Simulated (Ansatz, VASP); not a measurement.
# ScAl in VASP and in Ansatz

```
CELL_PARAMETERS angstrom
3.37035 0.00000 0.00000
0.00000 3.37035 0.00000
0.00000 0.00000 3.37035
ATOMIC_POSITIONS crystal
Sc 0.50000 0.50000 0.50000
Al 0.00000 0.00000 0.00000
```

The cell comes from a database or a generator and needn't be the stable form of this composition.

Alike in both runs: task single point; functional r2SCAN; k mesh 10 × 10 × 10; no spin polarisation.

```csv
,VASP,Ansatz
version,VASP 6.6.1,Ansatz 0.2.0
potentials or method,"VASP PAW PBE potentials, release 64 (Sc_sv, Al)","plane waves, PAW"
plane-wave cutoff (eV),520,500
occupations,"methfessel-paxton of order 1, width 0.2 eV","cold, width 0.2 eV"
valence electrons in the cell,14,14
```

```csv
,VASP,Ansatz,Ansatz less VASP
pressure (GPa),0.2,0.0,-0.19
```

Caveats: the PAW data sets were made with another functional, which shifts forces and pressure a little (VASP).
